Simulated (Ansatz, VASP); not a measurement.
## P in VASP and in Ansatz

The input INCAR:

```
SYSTEM = P
PREC     = Accurate       ! precision mode
ENCUT    = 520            ! plane-wave cutoff, eV
EDIFF    = 1E-6           ! SCF threshold, eV
ISMEAR   = 0              ! smearing method
SIGMA    = 0.1            ! smearing width, eV
LREAL    = .False.        ! projectors in reciprocal space
LASPH    = .True.         ! aspherical terms in the spheres
NELM     = 100            ! most SCF steps
ALGO     = Normal         ! electronic algorithm
ISIF     = 2              ! what is computed and relaxed
LWAVE    = .False.        ! write WAVECAR
LCHARG   = .False.        ! write CHGCAR
GGA      = PE             ! functional
NBANDS   = 24             ! bands
```

Contents of KPOINTS:

```
Automatic mesh
0
Gamma
  3 3 4
  0 0 0
```

File POSCAR:

```
P
1.0
    5.9305421300      0.0000000000      0.0000000000
   -2.9652710600      5.1360001400      0.0000000000
    0.0000000000      0.0000000000      5.0322315600
P
6
Direct
    0.8000000000      0.4000000000      0.1666666700
    0.6000000000      0.4000000000      0.8333333300
    0.6000000000      0.2000000000      0.5000000000
    0.2000000000      0.6000000000      0.1666666700
    0.4000000000      0.6000000000      0.8333333300
    0.4000000000      0.8000000000      0.5000000000
```

Input for Ansatz:

```yaml
crystal:
  lattice:
    - [5.93054213, 0.0, 0.0]
    - [-2.96527106, 5.13600014, 0.0]
    - [0.0, 0.0, 5.03223156]
  atoms:
    - { symbol: P, position: [0.8, 0.4, 0.16666667] }
    - { symbol: P, position: [0.6, 0.4, 0.83333333] }
    - { symbol: P, position: [0.6, 0.2, 0.5] }
    - { symbol: P, position: [0.2, 0.6, 0.16666667] }
    - { symbol: P, position: [0.4, 0.6, 0.83333333] }
    - { symbol: P, position: [0.4, 0.8, 0.5] }
basis:
  ecutwfc: 420
kpoints:
  mp_grid: { grid: [3, 3, 4] }
hamiltonian:
  xc: pbe
scf:
  occupations: { method: gaussian, width: 0.1 }
  lower_state_search: "off"
output:
  forces: true
  stress: true
  eigenvalues: true
```

Alike in both runs: task single point; functional PBE; k mesh 3 × 3 × 4; occupations gaussian, width 0.1 eV; no spin polarisation.

```csv
,VASP,Ansatz
version,VASP 6.6.1,Ansatz 0.2.0
potentials or method,"VASP PAW PBE potentials, release 64 (P)","scalar-relativistic, plane waves, PAW"
plane-wave cutoff (eV),520,420
valence electrons in the cell,30,30
```

|  | VASP | Ansatz | Ansatz less VASP |
| --- | --- | --- | --- |
| gap on the k mesh at the Fermi level (eV) | none | none | - |
| pressure (GPa) | 8.0 | 8.5 | +0.44 |
| largest component of the traceless stress (GPa) | 1.01 | 0.82 | -0.191 |
| rms of the force components (eV/Å) | 0.126 | 0.116 | -0.0098 |

Atom by atom the forces differ by 0.010 eV/Å (rms over components). A gap of «none» marks a metal or a gap that the smearing closes. With one functional, cell and mesh, what is left measures potentials, basis and numerics.

Caveats: the k mesh is coarse (spacing up to 0.41 Å⁻¹), so the values aren't converged.
